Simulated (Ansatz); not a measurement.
# AgBr under changes of volume

One of the cells (23.644 Å³/atom); the others are scaled copies at fixed shape and fractional positions:

```
CELL_PARAMETERS angstrom
0.00000 2.87015 2.87015
2.87015 0.00000 2.87015
2.87015 2.87015 0.00000
ATOMIC_POSITIONS crystal
Ag 0.00000 0.00000 0.00000
Br 0.50000 0.50000 0.50000
```

```yaml
Program: Ansatz 0.2.0
Functional: SVWN5
Potentials_or_basis: Ansatz PAW
Cutoff: "420 eV (not typed: the program's choice for these potentials)"
k_mesh: 8 × 8 × 8
Occupations: fermi-dirac, width 0.05 eV
Spin: no spin polarisation
```

```tsv
volume (Å³/atom)	energy over the lowest point (meV/atom)	pressure (GPa)	gap on the mesh (eV)
22.225	0.00	-1.3	0.38
22.698	5.54	-2.4	0.38
23.171	14.17	-3.4	0.38
23.644	25.49	-4.3	0.38
24.116	39.15	-5.0	0.38
24.589	54.85	-5.6	0.39
25.062	?	?	?
```

Q: What does the run at 25.062 Å³/atom give?

A: Energy over the lowest point 72.29 meV/atom; pressure -6.2 GPa; gap on the mesh 0.40 eV.

Worked out: A Birch-Murnaghan fit of order 3 (a polynomial in V^(-2/3)) to the other rows has its minimum at 21.75 Å³/atom, just outside them, with B0 = V·E''(V) = 63 GPa and B' = 5.3. It gives 72.33 meV/atom at 25.062 Å³/atom, against the run's 72.29, and -dE/dV = -6.2 GPa, against -6.2. A straight line through the other rows of the gap, of slope 0.0697 eV per unit of ln V, extrapolates to 0.39 eV, against the run's 0.40.

Energies are extrapolated to zero smearing.

Caveats: the PAW data sets come from PBE, with cores solved anew for the run's functional, which leaves a small shift of forces and pressure.

A mesh can miss the band edges. Spin-orbit coupling on Ag, Br is left out.
